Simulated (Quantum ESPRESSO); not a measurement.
V under changes of volume

One of the cells (13.891 Å³/atom); the others are scaled copies at fixed shape and fractional positions:

```
V
1.0
    -1.51435    1.51435    1.51435
     1.51435   -1.51435    1.51435
     1.51435    1.51435   -1.51435
V
1
Direct
  0.00000 0.00000 0.00000
```

```yaml
Program: Quantum ESPRESSO 7.5
Functional: LDA
Potentials_or_basis: GBRV 1.5 LDA
Cutoff: 612 eV
Density_cutoff: 4898 eV
k_mesh: 12 × 12 × 12
Occupations: fermi-dirac, width 0.05 eV
Spin: collinear spin, ferromagnetic start
Starting_moments: "[2.0] μB"
```

| volume (Å³/atom) | energy over the lowest point (meV/atom) | pressure (GPa) |
| --- | --- | --- |
| 13.058 | 0.00 | -8.3 |
| 13.336 | 17.51 | -11.8 |
| 13.613 | ? | ? |
| 13.891 | 69.02 | -17.8 |
| 14.169 | 102.06 | -20.4 |
| 14.447 | 139.39 | -22.7 |
| 14.725 | 180.58 | -24.8 |

**Question.** What does the run at 13.613 Å³/atom give?

**Answer.** Energy over the lowest point 40.67 meV/atom; pressure -14.9 GPa.

Worked out: A Birch-Murnaghan fit of order 3 (a polynomial in V^(-2/3)) to the other rows has no minimum within the range. It gives 40.64 meV/atom at 13.613 Å³/atom, against the run's 40.67, and -dE/dV = -14.9 GPa, against -14.9.

Energies are extrapolated to zero smearing.
